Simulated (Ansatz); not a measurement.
In₂O₃: field gradients at two levels of theory

Cell: a COD entry, its atoms then relaxed with PBE in this cell.

Space group Ia-3 (No. 206); a = 10.1200 Å.

```
site  Wyckoff  site symmetry       x       y       z
 In1       8b           .-3.  0.2500  0.2500  0.2500
 In5      24d            2..  0.9662  0.0000  0.2500
   O      48e              1  0.1186  0.1089  0.3453
```

One atom of each set is listed; the run and its k-mesh use a cell of 40 atoms with edges of 8.76, 8.76, 8.76 Å.

First run. Computed with Ansatz: DFT, PBE, plane waves and PAW, scalar-relativistic, 420 eV cutoff, Γ-centred 3×3×3 k-points, Fermi–Dirac smearing 0.02 eV.

```
site  V_zz (10²¹ V/m²)     η
 In1              8.36  0.00
 In5              5.28  0.96
   O             -2.51  0.43
```

Second run. The same atoms and settings, except that the functional is r2SCAN and the cutoff is 500 eV.

Q: Given the first result, estimate the second.

A: 

| site | V_zz | η | change of V_zz |
| --- | --- | --- | --- |
| In1 | 8.28 | 0.00 | -0.08 |
| In5 | 5.24 | 0.94 | -0.04 |
| O | -2.51 | 0.26 | 0.00 |

The largest change of V_zz is on In1, from 8.36 to 8.28. The whole tensor moves most on O, by 0.21 along its most changed direction. In per cent, |V_zz| changes by -1 on In, 0 on O (all sites that start above 0.5). Where |V_zz| stays above 0.1, η moves most on O, from 0.43 to 0.26.

Without spin–orbit coupling (the program notes it for In) the gradients are little affected as a rule: paired runs on crystals with a gap mostly move them by under 2 % at such atoms. The database positions were far from equilibrium, so the relaxed structure may not be the compound's real one.
For the first run: At this cell the PBE pressure is 8 GPa, so with PBE the cell would grow if it were relaxed.
